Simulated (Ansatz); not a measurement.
**Ionic part of the dielectric constant of FeO, mode by mode**

These are results of DFT PBE+U, scalar-relativistic, plane waves, PAW in Ansatz 0.2.0, not measurements. Plane waves to 420 eV; Γ-centred k mesh 12×12×12; Gaussian smearing of 0.02 eV. U_eff = 5.3 eV on Fe d. Collinear spin, site moments 3.5, 0.2 μB. Phonons by linear response, acoustic sum rule imposed.

Symmetry: R-3m, No. 166, trigonal system. Conventional cell: a = 3.169 Å, b = 3.169 Å, c = 7.448 Å, α = 90.00°, β = 90.00°, γ = 120.00°. Around Fe (site symmetry -3m) lie 6 O at 2.21 Å. O (site symmetry -3m) is surrounded by 6 Fe at 2.21 Å.

The magnetic state is the one reached from the starting moments and may not be the lowest.

The primitive cell has V = 21.59 Å³ and ε∞,yy = 4.956. Each polar mode adds Δε = (4.92064×10⁷/V)·S/ν² along y, with S its oscillator strength in e²/amu, ν in cm⁻¹ and V in Å³.

Task: From these modes, find each Δε and ε0,yy.
| ν (cm⁻¹) | S_yy (e²/amu) |
| --- | --- |
| 292.2 | 0.447 |

Result:
```csv
ν (cm⁻¹),Δε
292.2,11.93
```

The sum is 11.927, so ε0,yy = 16.88; the run's tensor has 16.88.

Task: Where do the longitudinal modes lie for a wave vector along y?

Result: At 539 cm⁻¹. The Lyddane–Sachs–Teller product Π(ν_LO/ν_TO)² = 3.41 matches ε0/ε∞ = 3.41.